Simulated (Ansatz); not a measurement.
# AlCu (Pm-3m) in Ansatz: a series of runs

One crystal, AlCu, is run at these levels: r2SCAN; tasks: single point, equation of state.

All numbers are computed with Ansatz 0.2.0; they aren't measurements. Logs are shortened: lines on timing, memory, paths and dates and some standing lists are left out, and cuts for length are marked.

### Step 1. The crystal as given

It takes space group Pm-3m (No. 221, cubic). Conventional cell: a = 2.998 Å, b = 2.998 Å, c = 2.998 Å, α = 90.00°, β = 90.00°, γ = 90.00°. Cu (site symmetry m-3m) is surrounded by 8 Al at 2.60 Å. Around Al (site symmetry m-3m) lie 8 Cu at 2.60 Å.

The cell comes from a database or a generator and needn't be the stable form of this composition.

### Step 2. Single point, r2SCAN, 12.66 Å³/atom (volume scaled by 0.94)

File input.yaml:

```yaml
crystal:
  lattice:
    - [2.9363181771, 0.0, 0.0]
    - [0.0, 2.9363181771, 0.0]
    - [0.0, 0.0, 2.9363181771]
  atoms:
    - { symbol: Cu, position: [0.5, 0.5, 0.5] }
    - { symbol: Al, position: [0.0, 0.0, 0.0] }
hamiltonian:
  xc: r2scan
  pseudopotentials: { kind: paw }
kpoints:
  mp_grid: { grid: [9, 9, 9] }
scf:
  occupations: { method: fermi_dirac, width: 0.05 }
output:
  forces: true
  stress: true
  eigenvalues: true
```

Potentials or basis: Ansatz PAW.

Command:

```console
ansatz run input.yaml --threads 2 --pin off --max-ram 5632MiB --backend cpu --events-out ev --progress --plain --runs-dir out
```

The log of the run:

```text
Warning: RAYON_NUM_THREADS=2 ignored (pool sized by the plan → 2); use --threads N
Engine: ansatz 0.2.0, aarch64-unknown-linux-gnu
Pseudopotentials: kind: paw
Pseudopotential: Cu, paw, valence charge 19, recommended cutoff 500 eV (meta_gga), Cu.paw.azcp
Pseudopotential: Al, paw, valence charge 3, recommended cutoff 500 eV (meta_gga), Al.paw.azcp
Functional definition: r2SCAN
  parameter k0 = 0.174
  parameter k1 = 0.065
  parameter a1 = 4.9479
  exchange = r2scan_x(k0 = k0, k1 = k1, a1 = a1)
  correlation = r2scan_c
Crystal: 2 atoms, lattice volume = 25.317 Å³
Basis set: ecut = 500 eV, 619 PW (Γ), exchange–correlation on 96×96×96 points (64 copies of the dense FFT grid, shifted against one another)
Bands: 15, of which v1, the nominal top of the filled ones, is band 11 counted from 1 (10 counted from 0)
Symmetry: 48 space group operations
Space group: Pm-3m (ITA 221), of the structure as read, at distance tolerance 2.9e-5 Å
k-points: 35 of 729
Non-local potential: Cu, projectors of the file, l = 0: 3, l = 1: 2, l = 2: 3, l = 3: 1
Non-local potential: Al, projectors of the file, l = 0: 2, l = 1: 2, l = 2: 1
PAW form: soft (Blöchl's): semilocal exchange-correlation on the pseudo side does not see the compensation charge
PAW frozen core: Cu, regenerated for the run's functional (the file was generated under x = pbe(κ = 0.804, μ = 0.2195149727645171), c = pbe(β = 0.06672455060314922))
PAW frozen core: Al, regenerated for the run's functional (the file was generated under x = pbe(κ = 0.804, μ = 0.2195149727645171), c = pbe(β = 0.06672455060314922))
PAW one-centre angular grid: Cu, 590 points (default); XC on 160 Gauss nodes
PAW one-centre angular grid: Al, 302 points (default); XC on 160 Gauss nodes
Initial density: superposition of atomic densities (neutral atoms: chi_scale 0, normalization atom), corrected by the library's trained network
Initial wavefunctions: pseudopotential atomic-orbital guess
Functional: x = r2scan, c = r2scan; τ floored in thin density (d = 2e-4 eV/Å³)
SCF iter   1: F=—  HF=-7171.972232 eV  |F-HF|=—  |Δ(HF+E_count)|=         —  Δρ=2.43e-2  dr2=1.02e-1  dr2_τ=7.50e-3  ethr=1.77e-3  ⟨swp⟩=4.3  Hψ=2373  notcnv=0
preconditioner: auto → none  [insulator: Δε(μ)=0.141 eV  Ē_g=10.937 eV  σ=0.050 eV  W_gap=0.59  n_scr=6 (ndim 8)  ℏωp=27.6 eV  f_vac=0.000  D(μ)=0.75/eV (n_scr^D=6)  ε∞_Penn≈7.4]
SCF iter   2: F=—  HF=-7172.018333 eV  |F-HF|=—  |Δ(HF+E_count)|=   4.61e-2  Δρ=3.86e-2  dr2=2.40e-1  dr2_τ=1.07e-3  ethr=4.63e-4  ⟨swp⟩=2.7  Hψ=1235  notcnv=0  defer=4  recentre
SCF iter   3: F=—  HF=-7171.967228 eV  |F-HF|=—  |Δ(HF+E_count)|=   5.11e-2  Δρ=4.80e-3  dr2=4.58e-3  dr2_τ=3.69e-5  ethr=4.63e-4  ⟨swp⟩=2.1  Hψ=970  notcnv=0  defer=4
SCF iter   4: F=—  HF=-7171.966607 eV  |F-HF|=—  |Δ(HF+E_count)|=   6.21e-4  Δρ=9.32e-4  dr2=3.48e-4  dr2_τ=3.14e-6  ethr=2.08e-5  ⟨swp⟩=2.0  Hψ=909  notcnv=0  defer=4
SCF iter   5: F=—  HF=-7171.966518 eV  |F-HF|=—  |Δ(HF+E_count)|=   8.90e-5  Δρ=2.83e-4  dr2=1.10e-5  dr2_τ=1.94e-7  ethr=1.58e-6  ⟨swp⟩=1.9  Hψ=669  notcnv=0  defer=4
SCF iter   6: F=—  HF=-7171.966520 eV  |F-HF|=—  |Δ(HF+E_count)|=   2.74e-6  Δρ=6.33e-5  dr2=1.07e-6  dr2_τ=4.74e-9  ethr=4.98e-8  ⟨swp⟩=2.3  Hψ=907  notcnv=0  defer=4
SCF iter   7: F=-7171.966520 eV  HF=-7171.966520 eV  |F-HF|=1.47e-8  |Δ(HF+E_count)|=   1.57e-7  Δρ=1.34e-5  dr2=3.38e-8  dr2_τ=6.77e-10  ethr=4.55e-10  ⟨swp⟩=3.1  Hψ=1883  notcnv=0
SCF 1 converged in 7 iterations: F = -7171.966520 eV  dr2 = 3.38e-8
SCF converged after 7 iterations
Free energy (F): -7171.966520 eV
Harris-Foulkes:  -7171.966520 eV  (|F-HF|=1.47e-8)
Internal energy: -7171.960855 eV  (E = F + TS)
E sigma→0 (E₀):  -7171.963688 eV
Entropy (-TS):   -0.005665 eV (-2.833 meV/atom)
Fermi energy:    13.982402 eV
--- Per-component energies (eV) ---
  E_band       = -441.625767
  E_kinetic    = 325.213323
  E_local      = -5127.204449  (includes V_loc(G=0)·N_el)
  E_nonlocal   = 400.771433
  E_hartree    = 2298.225104
  E_xc         = -122.325631
  E_vxc        = -159.044493  (∫ρ·V_xc dr)
  E_paw        = -2148.017681  (= ΣΔE_a)
  E_vpaw       = -488.551853  (= ΣTr[D̂ρ^β])
  E_aug_tail   = 0.000147  (compensation charges beyond the density's cutoff)
  E_vtau       = 10.739061  (kinetic-family band-sum trace: ∫τ·v_τ [+ j·A + Jᵃ·Aᵃ] dr)
  E_ewald      = -2798.261885
  E_core_change = -0.361216  (= ΣΔE_core)
  E_smearing   = -0.005665  (= −TS)
  E_closure    = -0.000000  (closes the sum)
  Σ components = -7171.966520   (vs F -7171.966520, Δ=0.00e0)
--- Forces (eV/Å), atoms counted from 1 ---
  atom   1  Cu     0.00000000     0.00000000     0.00000000
  atom   2  Al    -0.00000000     0.00000000    -0.00000000
  max |Σ_I F_I| component: 1.27e-29 eV/Å
--- Stress (GPa, compression-positive) ---
        3.017606       0.000000       0.000000
        0.000000       3.017606       0.000000
        0.000000       0.000000       3.017606
  P = ⅓ Tr σ = 3.0176 GPa (30.176 kbar)
--- Band table (eV; the first three rows and the last of 35) ---
  k-point 0: bands = ["-104.1243", "-59.9284", "-59.9284", "-59.9284", "1.3896", "8.6029", "8.6029", "9.8339", "9.8339", "9.8339", "18.3088", "18.3088", "18.3088", "20.6219", "20.6219"]
  k-point 1: bands = ["-104.1243", "-59.9297", "-59.9283", "-59.9283", "1.6193", "8.6073", "8.6392", "9.7693", "9.7693", "9.8409", "16.1518", "18.5845", "18.5845", "20.6986", "22.4342"]
  k-point 2: bands = ["-104.1241", "-59.9330", "-59.9280", "-59.9280", "2.3011", "8.5295", "8.7326", "9.6139", "9.6139", "9.8589", "13.4390", "19.3750", "19.3750", "20.9204", "24.0576"]
  k-point 34: bands = ["-104.1227", "-59.9373", "-59.9373", "-59.9373", "7.9223", "8.0791", "8.0791", "10.1521", "10.1521", "13.0644", "14.4050", "14.4050", "16.3563", "16.9975", "16.9975"]
```

Wall time 1.4 s (2 threads of Arm Neoverse V1, shared host); peak memory 0.3 GiB.

What came out:

```
Free energy            : -7171.9665 eV
Pressure               : 3.0 GPa
Band gap on the k mesh : none (metal or under the smearing width)
```

Caveat: the PAW data sets come from PBE, with cores solved anew for the run's functional, which leaves a small shift of forces and pressure.

### Step 3. Single point, r2SCAN, 12.93 Å³/atom (volume scaled by 0.96)

Changes to input.yaml since step 2:

```diff
@@ -2,5 +2,5 @@
   lattice:
-    - [2.9363181771, 0.0, 0.0]
-    - [0.0, 2.9363181771, 0.0]
-    - [0.0, 0.0, 2.9363181771]
+    - [2.9569971555, 0.0, 0.0]
+    - [0.0, 2.9569971555, 0.0]
+    - [0.0, 0.0, 2.9569971555]
   atoms:
```

Potentials or basis: Ansatz PAW.

Command:

```console
ansatz run input.yaml --threads 2 --pin off --max-ram 5632MiB --backend cpu --events-out ev --progress --plain --runs-dir out
```

Wall time 1.4 s (2 threads of Arm Neoverse V1, shared host); peak memory 0.3 GiB.

It converged, with:

* Free energy: -7171.9716 eV
* Pressure: 0.1 GPa
* Band gap on the k mesh: none (metal or under the smearing width)

Caveat: the PAW data sets come from PBE, with cores solved anew for the run's functional, which leaves a small shift of forces and pressure.

### Step 4. Single point, r2SCAN, 13.20 Å³/atom (volume scaled by 0.98)

Changes to input.yaml since step 3:

```diff
@@ -2,5 +2,5 @@
   lattice:
-    - [2.9569971555, 0.0, 0.0]
-    - [0.0, 2.9569971555, 0.0]
-    - [0.0, 0.0, 2.9569971555]
+    - [2.9773908838, 0.0, 0.0]
+    - [0.0, 2.9773908838, 0.0]
+    - [0.0, 0.0, 2.9773908838]
   atoms:
```

Command:

```console
ansatz run input.yaml --threads 2 --pin off --max-ram 5632MiB --backend cpu --events-out ev --progress --plain --runs-dir out
```

Run time: 1.4 s. Hardware: 2 threads of Arm Neoverse V1, shared host; peak memory 0.3 GiB.

Results (log left out):

```
Free energy            : -7171.9672 eV
Pressure               : -2.6 GPa
Band gap on the k mesh : none (metal or under the smearing width)
```

Caveat: the PAW data sets come from PBE, with cores solved anew for the run's functional, which leaves a small shift of forces and pressure.

### Step 5. Single point, r2SCAN, 13.47 Å³/atom

Changes to input.yaml since step 4:

```diff
@@ -2,5 +2,5 @@
   lattice:
-    - [2.9773908838, 0.0, 0.0]
-    - [0.0, 2.9773908838, 0.0]
-    - [0.0, 0.0, 2.9773908838]
+    - [2.997509, 0.0, 0.0]
+    - [0.0, 2.997509, 0.0]
+    - [0.0, 0.0, 2.997509]
   atoms:
```

Command:

```console
ansatz run input.yaml --threads 2 --pin off --max-ram 5632MiB --backend cpu --events-out ev --progress --plain --runs-dir out
```

It took 1.5 s on 2 threads of Arm Neoverse V1, shared host; peak memory 0.31 GiB.

It converged, with:

- Free energy: -7171.9546 eV
- Pressure: -4.9 GPa
- Band gap on the k mesh: none (metal or under the smearing width)

Caveat: the PAW data sets come from PBE, with cores solved anew for the run's functional, which leaves a small shift of forces and pressure.

### Step 6. Single point, r2SCAN, 13.74 Å³/atom (volume scaled by 1.02)

Changes to input.yaml since step 5:

```diff
@@ -2,5 +2,5 @@
   lattice:
-    - [2.997509, 0.0, 0.0]
-    - [0.0, 2.997509, 0.0]
-    - [0.0, 0.0, 2.997509]
+    - [3.0173606315, 0.0, 0.0]
+    - [0.0, 3.0173606315, 0.0]
+    - [0.0, 0.0, 3.0173606315]
   atoms:
```

Potentials or basis: Ansatz PAW.

Command:

```console
ansatz run input.yaml --threads 2 --pin off --max-ram 5632MiB --backend cpu --events-out ev --progress --plain --runs-dir out
```

It took 1.5 s on 2 threads of Arm Neoverse V1, shared host; peak memory 0.31 GiB.

Results (log left out):

```
Free energy            : -7171.9345 eV
Pressure               : -7.0 GPa
Band gap on the k mesh : none (metal or under the smearing width)
```

Caveat: the PAW data sets come from PBE, with cores solved anew for the run's functional, which leaves a small shift of forces and pressure.

### Step 7. Single point, r2SCAN, 14.01 Å³/atom (volume scaled by 1.04)

Changes to input.yaml since step 6:

```diff
@@ -2,5 +2,5 @@
   lattice:
-    - [3.0173606315, 0.0, 0.0]
-    - [0.0, 3.0173606315, 0.0]
-    - [0.0, 0.0, 3.0173606315]
+    - [3.0369544314, 0.0, 0.0]
+    - [0.0, 3.0369544314, 0.0]
+    - [0.0, 0.0, 3.0369544314]
   atoms:
@@ -19 +19,5 @@
   eigenvalues: true
+  write_density: true
+  write_potential: true
+  elf: true
+  volumetric_format: npy
```

Command:

```console
ansatz run input.yaml --threads 2 --pin off --max-ram 5632MiB --backend cpu --events-out ev --progress --plain --runs-dir out
```

It took 1.8 s on 2 threads of Arm Neoverse V1, shared host; peak memory 0.31 GiB.

The run converged. Its results:

| Item | Value |
| --- | --- |
| Free energy | -7171.9080 eV |
| Pressure | -8.8 GPa |
| Band gap on the k mesh | none (metal or under the smearing width) |

Caveat: the PAW data sets come from PBE, with cores solved anew for the run's functional, which leaves a small shift of forces and pressure.

### Step 8. Single point, r2SCAN, 14.27 Å³/atom (volume scaled by 1.06)

File input.yaml:

```yaml
crystal:
  lattice:
    - [3.0562986117, 0.0, 0.0]
    - [0.0, 3.0562986117, 0.0]
    - [0.0, 0.0, 3.0562986117]
  atoms:
    - { symbol: Cu, position: [0.5, 0.5, 0.5] }
    - { symbol: Al, position: [0.0, 0.0, 0.0] }
hamiltonian:
  xc: r2scan
  pseudopotentials: { kind: paw }
kpoints:
  mp_grid: { grid: [9, 9, 9] }
scf:
  occupations: { method: fermi_dirac, width: 0.05 }
output:
  forces: true
  stress: true
  eigenvalues: true
```

Command:

```console
ansatz run input.yaml --threads 2 --pin off --max-ram 5632MiB --backend cpu --events-out ev --progress --plain --runs-dir out
```

Run time: 1.5 s. Hardware: 2 threads of Arm Neoverse V1, shared host; peak memory 0.3 GiB.

Results (log left out):

| Property | Result |
| --- | --- |
| Free energy | -7171.8757 eV |
| Pressure | -10.4 GPa |
| Band gap on the k mesh | none (metal or under the smearing width) |

Caveat: the PAW data sets come from PBE, with cores solved anew for the run's functional, which leaves a small shift of forces and pressure.

### Step 9. Equation of state, r2SCAN

Potentials or basis: Ansatz PAW.

No new run: the results of the series are fitted here.

What came out:

- Equilibrium volume: 12.93 Å³/atom
- Bulk modulus: 134 GPa
- Pressure derivative of the bulk modulus: 4.9

Energy against volume, from the lowest point:
```
volume (Å³/atom)  energy (meV/atom)
          12.658               2.53
          12.928               0.00
          13.197               2.17
          13.466               8.50
          13.736              18.52
          14.005              31.78
          14.274              47.92
```

Caveat: the PAW data sets were made with another functional, which shifts forces and pressure a little.
